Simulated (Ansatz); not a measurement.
Runs of Ansatz 0.2.0 on LiCl. It takes space group Fm-3m (No. 225, cubic). The conventional cell has a = 5.130 Å, b = 5.130 Å, c = 5.130 Å, α = 90.00°, β = 90.00°, γ = 90.00°. Cl (site symmetry m-3m) has 6 Li at 2.56 Å as nearest neighbours. Around Li (site symmetry m-3m) lie 6 Cl at 2.56 Å. 

```csv
task,level,potentials or basis,cell,k mesh,cutoff (eV),smearing,basis error allowed,gap on the mesh (eV),pressure (GPa),V0 of scaled cells (Å³/atom),relaxed volume (Å³/atom),B0 (GPa)
relaxation of cell and atoms,PBEsol+D3(BJ),"all-electron LAPW, scalar-relativistic",relaxed,9 × 9 × 9,-,fermi-dirac 0.05 eV,0.001 eV/atom,(a),0.0,-,15.37,-
relaxation of cell and atoms,BLYP+D3(BJ),"all-electron LAPW, scalar-relativistic",relaxed,9 × 9 × 9,-,fermi-dirac 0.05 eV,0.001 eV/atom,(c),0.0,-,15.53,-
Born charges and dielectric tensor,LDA,all-electron PAW datasets made for the crystal,as given,9 × 9 × 9,220,fixed,-,5.99,-,-,-,-
phonons,LDA,"all-electron LAPW, scalar-relativistic",as given,7 × 7 × 7,172,fermi-dirac 0.05 eV,0.001 eV/atom,5.99,-,-,-,-
single point,HSE06,all-electron PAW datasets made for the crystal,as given,6 × 6 × 6,220,fermi-dirac 0.05 eV,-,7.72,-,-,-,-
equation of state,PBEsol,"all-electron LAPW, scalar-relativistic",as given,9 × 9 × 9,-,fermi-dirac 0.05 eV,0.001 eV/atom,-,-,16.23,-,35
band structure,RPBE,"all-electron LAPW, scalar-relativistic",as given,9 × 9 × 9,160,fermi-dirac 0.05 eV,0.001 eV/atom,6.58,2.4,-,-,-
phonons,PBE,"all-electron LAPW, scalar-relativistic",as given,7 × 7 × 7,172,fermi-dirac 0.05 eV,0.001 eV/atom,6.33,-,-,-,-
equation of state,PBE,"all-electron LAPW, scalar-relativistic",as given,9 × 9 × 9,-,fermi-dirac 0.05 eV,0.0005 eV/atom,-,-,17.08,-,32
single point,LDA,"all-electron LAPW, scalar-relativistic",as given,9 × 9 × 9,161,gaussian 0.1 eV,0.001 eV/atom,5.99,-3.2,-,-,-
single point,PBE,"all-electron LAPW, scalar-relativistic",as given,9 × 9 × 9,161,gaussian 0.024 eV,0.001 eV/atom,6.33,0.4,-,-,-
relaxation of cell and atoms,revPBE+D3(BJ),"all-electron LAPW, scalar-relativistic",relaxed,9 × 9 × 9,-,fermi-dirac 0.05 eV,0.001 eV/atom,(b),0.0,-,15.68,-
```

Alike in all rows: no spin polarisation.

Problem. Fill in the values left out.

Solution. (a) 6.67; (b) 6.96; (c) 6.99.

Caveats: an odd mesh through Γ misses points on the zone boundary, where band edges often lie (some runs); the program warned that the printed levels may be off, so bands, gaps and densities of states are rough (some runs).

Not every run made on this cell is shown here.
